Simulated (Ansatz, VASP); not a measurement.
# SiC: VASP beside Ansatz

```xyz
2
Lattice="2.2002 2.2002 0.0000 -2.2002 2.2002 0.0000 0.0000 2.2002 2.1629" Properties=species:S:1:pos:R:3 pbc="T T T"
Si    0.0000    0.0000    0.0000
C     1.1001    3.3003    1.0814
```

Change from the starting cell: in-plane strain +0.01, out-of-plane length and atoms relaxed by PAW.

Alike in both runs: functional PBEsol; k mesh 10 × 10 × 10; no spin polarisation.

Ansatz relaxed the structure, and its values are those at the end. VASP's run is a single point on that final structure, the one shown.

|  | VASP | Ansatz |
| --- | --- | --- |
| version | VASP 6.6.1 | Ansatz 0.2.0 |
| potentials or method | VASP PAW PBE potentials, release 64 (Si, C) | PAW with Ansatz's default frozen-core files, scalar-relativistic |
| plane-wave cutoff (eV) | 520 | 420 |
| occupations | gaussian, width 0.01 eV | fixed |
| valence electrons in the cell | 8 | 8 |

VASP gave:

| Property | Result |
| --- | --- |
| pressure (GPa) | -2.4 |

Q: What did Ansatz give for the same quantities?

A: Pressure (GPa): -2.8.

Caveats: the PAW data sets were made with another functional, which shifts forces and pressure a little (VASP). A k mesh can miss the band edges.
